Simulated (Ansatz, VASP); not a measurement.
Two plane-wave programs on NaH

Contents of POSCAR:

```
NaH
1.0
    3.9133466688      0.0000000000      0.0000000000
   -1.9566733344      3.3890576290      0.0000000000
    0.0000000000      0.0000000000      4.7795183498
Na H
2 2
Direct
    0.3333333333      0.6666666667     -0.0624996803
    0.6666666667      0.3333333333      0.4375003197
    0.3333333333      0.6666666667      0.4374996803
    0.6666666667      0.3333333333      0.9374996803
```

File INCAR.step1:

```
PREC = Accurate
ENCUT = 520
ISMEAR = 0
SIGMA = 0.01
LREAL = F
LASPH = T
NELM = 100
NBANDS = 16
GGA = PE
ALGO = Normal
EDIFF = 1E-4
LWAVE = T
LCHARG = F
```

INCAR.step2

```
PREC = Accurate
ENCUT = 520
EDIFF = 1E-6
ISMEAR = 0
SIGMA = 0.01
LREAL = F
LASPH = T
NELM = 100
ALGO = Normal
ISIF = 2
LWAVE = F
LCHARG = F
METAGGA = R2SCAN
LMIXTAU = T
NBANDS = 16
ISTART = 1
```

The input KPOINTS:

```
regular mesh
0
Gamma
  6 6 4
```

Input for Ansatz:

```yaml
crystal:
  lattice:
    - [3.9133466688, 0.0, 0.0]
    - [-1.9566733344, 3.389057629, 0.0]
    - [0.0, 0.0, 4.7795183498]
  atoms:
    - { symbol: Na, position: [0.3333333333, 0.6666666667, -0.0624996803] }
    - { symbol: Na, position: [0.6666666667, 0.3333333333, 0.4375003197] }
    - { symbol: H, position: [0.3333333333, 0.6666666667, 0.4374996803] }
    - { symbol: H, position: [0.6666666667, 0.3333333333, 0.9374996803] }
kpoints:
  mp_grid: { grid: [6, 6, 4] }
hamiltonian:
  xc: r2scan
scf:
  occupations: { method: fixed }
  n_extra_bands: 5
output:
  forces: true
  stress: true
  eigenvalues: true
```

Alike in both runs: task single point; functional r2SCAN; k mesh 6 × 6 × 4; no spin polarisation.

|  | VASP | Ansatz |
| --- | --- | --- |
| version | VASP 6.6.1 | Ansatz 0.2.0 |
| potentials or method | VASP PAW PBE potentials, release 64 (Na_pv, H) | plane waves, PAW |
| plane-wave cutoff (eV) | 520 | 500 |
| occupations | gaussian, width 0.01 eV | fixed |
| valence electrons in the cell | 16 | 20 |

VASP gave:

* gap on the k mesh at the Fermi level (eV): 3.69
* pressure (GPa): 0.5

**Question.** What did Ansatz give for the same quantities?

**Answer.** gap on the k mesh at the Fermi level (eV): 3.68; pressure (GPa): 0.6.

The two sets of potentials don't hold the same shells in valence. Ansatz warned: «structure_snapped_to_symmetry».

Caveats: the PAW data sets were made with another functional, which shifts forces and pressure a little (VASP). r2SCAN opens gaps a little over a GGA but as a rule still falls short of measured ones. A k mesh can miss the band edges.
